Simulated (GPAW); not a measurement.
**RbBr: single point with PBEsol0**

RbBr:

```
CELL_PARAMETERS angstrom
0.00000 3.33306 3.33306
3.33306 0.00000 3.33306
3.33306 3.33306 0.00000
ATOMIC_POSITIONS crystal
Rb 0.00000 0.00000 0.00000
Br 0.50000 0.50000 0.50000
```

The cell isn't the ideal one: volume scaled by 0.92.

```yaml
Program: GPAW 26.7.0
Task: single point
Functional: PBEsol0
Potentials_or_basis: GPAW PAW data sets (gpaw-data 1.2.1)
Cutoff: 500 eV
Basis: pw
k_mesh: 4 × 4 × 4
Occupations: gaussian, width 0.01 eV
Spin: no spin polarisation
```

```yaml
Band_gap_on_the_k_mesh: 6.33 eV, direct
```

Levels at points of the mesh, in eV from the valence-band top:
```csv
k point,band 6,band 7,band 8,band 9
"(0.00, 0.00, 0.00)",0.00,0.00,0.00,6.33
"(0.50, 0.50, 0.00)",-0.55,-0.18,-0.18,7.28
"(0.50, 0.50, 0.50)",-1.24,-0.48,-0.48,8.79
```

Wall time 12 min on 4 MPI ranks on Arm Neoverse V1, on a shared host, peak memory 0.23 GiB a rank.

Caveat: exact exchange converges slowly with the k mesh, and this mesh is small.
